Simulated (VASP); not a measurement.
# WS2 in VASP: a series of runs, part 2 of 2

VASP 6.6.1. The steps go on from the part before.

## (4) Density of states, PBE

Contents of POSCAR:

```
WS2
1.0
    3.1831225544      0.0000000000      0.0000000000
   -1.5915612772      2.7566649955      0.0000000000
    0.0000000000      0.0000000000     35.1805582101
W S
4 8
Direct
    0.3333333333      0.6666666667      0.5923166100
    0.3333333333      0.6666666667      0.2234000000
    0.6666666667      0.3333333333      0.7766000000
    0.6666666667      0.3333333333      0.4076833900
    0.3333333333      0.6666666667      0.8211496400
    0.3333333333      0.6666666667      0.4520236900
    0.6666666667      0.3333333333      0.6366210700
    0.6666666667      0.3333333333      0.2677418400
    0.3333333333      0.6666666667      0.7322581600
    0.3333333333      0.6666666667      0.3633789300
    0.6666666667      0.3333333333      0.5479763100
    0.6666666667      0.3333333333      0.1788503600
```

Contents of INCAR.step1:

```
SYSTEM = WS2
PREC = Accurate
ENCUT = 520
EDIFF = 1E-6
ISMEAR = 0
SIGMA = 0.02
LREAL = .FALSE.
LASPH = .TRUE.
NELM = 80
ALGO = Fast
ISIF = 2
LWAVE = .FALSE.
LCHARG = .TRUE.
LMAXMIX = 4
GGA = PE
NBANDS = 64
```

Contents of KPOINTS.step1:

```
Automatic mesh
0
G
  7 7 1
  0 0 0
```

Contents of INCAR.step2:

```
SYSTEM = WS2
PREC = Accurate
ENCUT = 520
EDIFF = 1E-6
ISMEAR = -5
SIGMA = 0.02
LREAL = .FALSE.
LASPH = .TRUE.
NELM = 80
ALGO = Fast
ISIF = 2
LWAVE = .FALSE.
LCHARG = .FALSE.
LMAXMIX = 4
GGA = PE
LORBIT = 11
NBANDS = 64
NEDOS = 2001
ICHARG = 11
```

Contents of KPOINTS.step2:

```
Automatic mesh
0
G
  11 11 1
  0 0 0
```

Command:

```bash
> cat potpaw_PBE.64/W_sv/POTCAR potpaw_PBE.64/S/POTCAR > POTCAR
> cp INCAR.step1 INCAR
> cp KPOINTS.step1 KPOINTS
> mpirun -np 1 vasp_std > vasp.out
> cp INCAR.step2 INCAR
> cp KPOINTS.step2 KPOINTS
> mpirun -np 1 vasp_std > vasp.out
```

It took 6.6 min on 1 thread of Intel Xeon Platinum 8488C (Sapphire Rapids), shared host; peak memory 0.49 GiB.

The run converged. Its results:

```
Valence electrons inside the program's atomic spheres : W 12.02, 12.01; S 3.72, 3.73
```

Levels at points of the mesh, in eV from the valence-band top:
```tsv
k point	band 50	band 51	band 52	band 53	band 54	band 55
(0.00, 0.00, 0.00)	-0.47	-0.18	0.00	2.43	2.43	2.43
```

States per cell in windows of 0.5 eV (zero at the valence-band top; states under -8 eV left out):
```tsv
from (eV)	total	W2_d	W3_d	W1_d	W4_d	S8_p	S9_p
-8.0	0.00	0.00	0.00	0.00	0.00	0.00	0.00
-7.5	0.02	0.00	0.00	0.00	0.00	0.00	0.00
-7.0	1.97	0.05	0.05	0.06	0.06	0.07	0.07
-6.5	4.99	0.20	0.20	0.21	0.21	0.19	0.19
-6.0	3.70	0.18	0.18	0.17	0.17	0.15	0.15
-5.5	3.09	0.11	0.11	0.12	0.12	0.12	0.12
-5.0	7.13	0.34	0.34	0.31	0.31	0.29	0.29
-4.5	2.85	0.15	0.15	0.16	0.16	0.12	0.12
-4.0	6.69	0.44	0.44	0.44	0.44	0.31	0.31
-3.5	3.28	0.22	0.22	0.22	0.22	0.15	0.15
-3.0	6.44	0.35	0.35	0.35	0.35	0.31	0.31
-2.5	5.63	0.18	0.18	0.17	0.17	0.33	0.33
-2.0	2.68	0.08	0.08	0.08	0.08	0.15	0.15
-1.5	5.22	0.62	0.62	0.62	0.62	0.11	0.11
-1.0	2.15	0.29	0.29	0.27	0.27	0.04	0.04
-0.5	0.31	0.03	0.03	0.05	0.05	0.01	0.01
0.0	0.00	0.00	0.00	0.00	0.00	0.00	0.00
0.5	0.00	0.00	0.00	0.00	0.00	0.00	0.00
1.0	0.17	0.01	0.01	0.03	0.03	0.00	0.00
1.5	3.88	0.52	0.52	0.51	0.51	0.07	0.07
2.0	8.57	1.22	1.22	1.16	1.16	0.18	0.18
2.5	6.16	0.88	0.88	0.95	0.95	0.09	0.09
3.0	3.84	0.51	0.51	0.47	0.47	0.07	0.07
3.5	1.40	0.15	0.15	0.15	0.15	0.03	0.03
4.0	0.00	0.00	0.00	0.00	0.00	0.00	0.00
4.5	0.00	0.00	0.00	0.00	0.00	0.00	0.00
5.0	0.00	0.00	0.00	0.00	0.00	0.00	0.00
5.5	0.00	0.00	0.00	0.00	0.00	0.00	0.00
6.0	0.00	0.00	0.00	0.00	0.00	0.00	0.00
6.5	0.00	0.00	0.00	0.00	0.00	0.00	0.00
```

The run has no spin-orbit coupling, so splittings on W are missing.

## (5) Electric field gradients, PBE

Contents of INCAR:

```
PREC = Accurate ; ENCUT = 520
EDIFF = 1E-8 ; ISMEAR = 0
SIGMA = 0.02 ; LREAL = False
LASPH = True ; NELM = 100
ALGO = Normal ; ISIF = 2
LWAVE = False ; LCHARG = False
GGA = PE ; LEFG = True
```

Contents of KPOINTS:

```
Automatic mesh
0
Gamma
  7 7 1
```

POSCAR is that of step 4.

Potentials or basis: VASP PAW PBE potentials, release 64 (W_sv, S).

Command:

```bash
> cat potpaw_PBE.64/W_sv/POTCAR potpaw_PBE.64/S/POTCAR > POTCAR
> mpirun -np 1 vasp_std > vasp.out
```

OUTCAR:

```text
PREC = Accurate
   ENCUT = 520
   EDIFF = 1E-8
   ISMEAR = 0
   LREAL = False
   LASPH = True
   NELM = 100
   ISIF = 2
   GGA = PE

 ion  position               nearest neighbor table
   1  0.333  0.667  0.592-   7 2.41   7 2.41   7 2.41  11 2.41  11 2.41  11 2.41
   2  0.333  0.667  0.223-   8 2.41   8 2.41   8 2.41  12 2.42  12 2.42  12 2.42
   3  0.667  0.333  0.777-   9 2.41   9 2.41   9 2.41   5 2.42   5 2.42   5 2.42
   4  0.667  0.333  0.408-  10 2.41  10 2.41  10 2.41   6 2.41   6 2.41   6 2.41
   5  0.333  0.667  0.821-   3 2.42   3 2.42   3 2.42
   6  0.333  0.667  0.452-   4 2.41   4 2.41   4 2.41
   7  0.667  0.333  0.637-   1 2.41   1 2.41   1 2.41
   8  0.667  0.333  0.268-   2 2.41   2 2.41   2 2.41
   9  0.333  0.667  0.732-   3 2.41   3 2.41   3 2.41
  10  0.333  0.667  0.363-   4 2.41   4 2.41   4 2.41
  11  0.667  0.333  0.548-   1 2.41   1 2.41   1 2.41
  12  0.667  0.333  0.179-   2 2.42   2 2.42   2 2.42

  LATTYP: Found a hexagonal cell.
 ALAT       =     3.1831225544
 C/A-ratio  =    11.0522160579

  Lattice vectors:

 A1 = (   3.1831225544,   0.0000000000,   0.0000000000)
 A2 = (  -1.5915612772,   2.7566649955,   0.0000000000)
 A3 = (   0.0000000000,   0.0000000000,  35.1805582101)

Analysis of symmetry for initial positions (statically):
=====================================================================
 Subroutine PRICEL returns:
[... 754 lines left out ...]
   6      24.047    24.047   -48.094     0.001     0.000    -0.000
   7      24.127    24.128   -48.255     0.001    -0.000     0.000
   8      23.916    23.916   -47.832     0.001    -0.000     0.000
   9      23.916    23.916   -47.832     0.001    -0.000     0.000
  10      24.127    24.128   -48.255     0.001    -0.000     0.000
  11      24.047    24.047   -48.094     0.001     0.000    -0.000
  12      24.027    24.028   -48.055     0.001    -0.000     0.000
---------------------------------------------------------------------

 Electric field gradients after diagonalization (V/A^2)
 (convention: |V_zz| > |V_xx| > |V_yy|)
----------------------------------------------------------------------
 ion       V_xx      V_yy      V_zz     asymmetry (V_yy - V_xx)/ V_zz
----------------------------------------------------------------------
   1      79.664    79.663  -159.327       0.000
   2      78.713    78.713  -157.426       0.000
   3      78.713    78.713  -157.426       0.000
   4      79.664    79.663  -159.327       0.000
   5      24.028    24.027   -48.055       0.000
   6      24.047    24.046   -48.094       0.000
   7      24.128    24.127   -48.255       0.000
   8      23.917    23.915   -47.832       0.000
   9      23.917    23.915   -47.832       0.000
  10      24.128    24.127   -48.255       0.000
  11      24.047    24.046   -48.094       0.000
  12      24.028    24.027   -48.055       0.000
----------------------------------------------------------------------

           NMR quadrupolar parameters

 Cq : quadrupolar parameter    Cq=e*Q*V_zz/h
 eta: asymmetry parameters     (V_yy - V_xx)/ V_zz
 Q  : nuclear electric quadrupole moment in mb (millibarn)
----------------------------------------------------------------------
 ion       Cq(MHz)       eta       Q (mb)
----------------------------------------------------------------------
   1      -0.385       0.000       1.000
   2      -0.381       0.000       1.000
   3      -0.381       0.000       1.000
   4      -0.385       0.000       1.000
   5      -0.116       0.000       1.000
   6      -0.116       0.000       1.000
   7      -0.117       0.000       1.000
   8      -0.116       0.000       1.000
   9      -0.116       0.000       1.000
  10      -0.117       0.000       1.000
  11      -0.116       0.000       1.000
  12      -0.116       0.000       1.000
----------------------------------------------------------------------
```

stdout:

```text
POSCAR found type information on POSCAR W S
 POSCAR found :  2 types and      12 ions
 scaLAPACK will be used
 LDA part: xc-table for (Slater+PW92), standard interpolation
 POSCAR, INCAR and KPOINTS ok, starting setup
 FFT: planning ... GRIDC
 FFT: planning ... GRID_SOFT
 FFT: planning ... GRID
 WAVECAR not read
 entering main loop
ion   1

ion   2

ion   3

ion   4

ion   5

ion   6

ion   7

ion   8

ion   9

ion  10

ion  11

ion  12
```

It took 3.4 min on 1 thread of Intel Xeon Platinum 8488C (Sapphire Rapids), shared host; peak memory 0.45 GiB.

What came out:

| Quantity | Value |
| --- | --- |
| Free energy | -94.6610 eV |
| Largest force | 0.233 eV/Å |
| Band gap on the k mesh | 1.42 eV, indirect (least direct gap 2.38 eV) |

Forces in eV/Å, atoms in the order of the input:
```
W    0.000  0.000 -0.021
W    0.000  0.000 -0.135
W    0.000  0.000  0.135
W    0.000  0.000  0.021
S    0.000  0.000  0.121
S    0.000  0.000  0.214
S    0.000  0.000  0.233
S    0.000  0.000  0.195
S    0.000  0.000 -0.195
S    0.000  0.000 -0.233
S    0.000  0.000 -0.214
S    0.000  0.000 -0.121
```

Electric field gradients, principal values (V/Å²):
| atom | Vxx | Vyy | Vzz |
| --- | --- | --- | --- |
| 1 W | 79.663 | 79.664 | -159.327 |
| 2 W | 78.713 | 78.713 | -157.426 |
| 3 W | 78.713 | 78.713 | -157.426 |
| 4 W | 79.663 | 79.664 | -159.327 |
| 5 S | 24.027 | 24.028 | -48.055 |
| 6 S | 24.046 | 24.047 | -48.094 |
| 7 S | 24.127 | 24.128 | -48.255 |
| 8 S | 23.915 | 23.917 | -47.832 |
| 9 S | 23.915 | 23.917 | -47.832 |
| 10 S | 24.127 | 24.128 | -48.255 |
| 11 S | 24.046 | 24.047 | -48.094 |
| 12 S | 24.027 | 24.028 | -48.055 |

Caveat: spin-orbit coupling is left out, which moves the levels of the heavy elements. As with any semilocal functional, this PBE gap is likely too small.

## (6) For comparison

An earlier run on the cell as given: functional PBEsol; potentials or basis VASP PAW PBE potentials, release 64 (W_sv, S); cutoff 520 eV; k mesh 10 × 10 × 1; occupations fermi-dirac, width 0.05 eV; no spin polarisation.

- Largest force: 0.243 eV/Å
- Band gap on the k mesh: 1.40 eV, indirect (least direct gap 2.10 eV)

## (7) Overview

```tsv
task	level	k mesh	smearing	k mesh for the DOS	occupations for the DOS	ladder	mesh quality	gap on the mesh (eV)	largest force (eV/Å)
dielectric tensor	PBE	5 × 5 × 1	gaussian 0.02 eV	-	-	-	coarse	1.44	-
optical spectrum	PBE	7 × 7 × 1	gaussian 0.02 eV	-	-	-	not flagged	1.42	0.23
density of states	PBE	7 × 7 × 1	gaussian 0.02 eV	11 × 11 × 1	tetrahedron	-	not flagged	-	-
electric field gradients	PBE	7 × 7 × 1	gaussian 0.02 eV	-	-	-	not flagged	1.42	0.23
single point	PBEsol	10 × 10 × 1	fermi-dirac 0.05 eV	-	-	free	not flagged	1.40	0.24
```

Alike in all rows: potentials or basis VASP PAW PBE potentials, release 64 (W_sv, S); no spin polarisation; cell as given; cutoff (eV) 520.

Caveats: some runs use coarse meshes; spin-orbit coupling is left out, which moves the levels of the heavy elements (some runs); spectra need much finer meshes, so this one isn't converged (some runs); independent-particle spectra lack excitons (some runs); the PAW data sets were made with another functional, which shifts forces and pressure a little (some runs).

Absolute energies hang on the potentials; compare differences alone.
